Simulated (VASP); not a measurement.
Mg2Ge, 3 atoms in the cell. The structure is cubic, space group Fm-3m (No. 225). The conventional cell has a = 6.378 Å, b = 6.378 Å, c = 6.378 Å, α = 90.00°, β = 90.00°, γ = 90.00°. Mg (site symmetry -43m) has 4 Ge at 2.76 Å as nearest neighbours. Ge (site symmetry m-3m) is surrounded by 8 Mg at 2.76 Å. 

```yaml
Program: VASP 6.6.1
Task: relaxation of cell and atoms
Functional: PBE
Potentials_or_basis: VASP PAW PBE potentials, release 64 (Mg, Ge_d)
Cutoff: 600 eV
k_mesh: 10 × 10 × 10
Occupations: gaussian, width 0.01 eV
Spin: no spin polarisation
Dipole_correction: no
Further_INCAR_settings: ALGO = Normal; EDIFF = 1e-07; IBRION = 2; EDIFFG = -0.005; NSW = 100; ISIF = 3
```

Potentials or basis: VASP PAW PBE potentials, release 64 (Mg, Ge_d).

Launch:

```sh
$ cat potpaw_PBE.64/Mg/POTCAR potpaw_PBE.64/Ge_d/POTCAR > POTCAR
$ mpirun -np 1 vasp_std > vasp.out
```

Hardware: 1 thread of Intel(R) Xeon(R) Platinum 8488C (Sapphire Rapids) (shared host).

Estimate the wall time of this run.

Run time: 70 s on 1 thread of Intel(R) Xeon(R) Platinum 8488C (Sapphire Rapids) (shared host), peak memory 0.24 GiB. Counts: scf iterations 23, k points 47, ion steps 2.
